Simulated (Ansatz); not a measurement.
Results of PBEsol (PAW; Ansatz, a program for electronic structure) for skutterudite CoSb3.

Numerical settings: plane-wave cutoff 520 eV, 6×6×6 k mesh, Fermi–Dirac smearing 0.01 eV, no spin polarisation, scalar-relativistic PAW data made under PBE.

Shape and atoms are relaxed at each volume.

Pressure at four volumes; x = ln(V/22.665 Å³). One pressure is withheld.

```
V (Å³/atom)        x  P (GPa)
-----------  -------  -------
21.759       -0.0408        ?
22.212       -0.0202     2.05
22.665        0.0000     0.00
23.572        0.0392    -3.46
```

**Question.** Pass a parabola P(x) through the three rows shown, estimate the bulk modulus and its pressure derivative near zero pressure, and predict the withheld pressure.

**Answer.** Slopes between the rows: (0.00 − (2.05))/(0.0000 − (-0.0202)) = -101.49 and (-3.46 − (0.00))/(0.0392 − (0.0000)) = -88.27 GPa. Their difference over the span 0.0594 is c = 13.22/0.0594 = 222.6 GPa, so P(x) = 2.05 + (-101.49)(x − (-0.0202)) + 222.6 (x − (-0.0202))(x − (0.0000)). At the middle row B = −dP/dx = −[-101.49 + 222.6 × 0.0202] = 97.0 GPa, and B′ = dB/dP = 2c/B = 4.6. At x = -0.0408 the parabola gives 4.33 GPa; the run gives 4.36 GPa. The Birch–Murnaghan fit to the energies at all volumes has B0 = 96.8 GPa and B′ = 4.8.

Measured, for comparison: bulk modulus 95 ± 5 GPa (room temperature, not corrected to a static lattice, our sources range from 85.0 to 95.0; as tabulated in Alexeev et al. (2016), arXiv:1601.07731). Computed (rounded) less measured: bulk modulus +2 % (+2 % to +14 % over the range). A static lattice is as a rule a little smaller and stiffer than an uncorrected measurement, which can account for part of this.

Note: the bulk modulus comes from volumes at which shape and atoms were relaxed.

Spin–orbit coupling is not included.
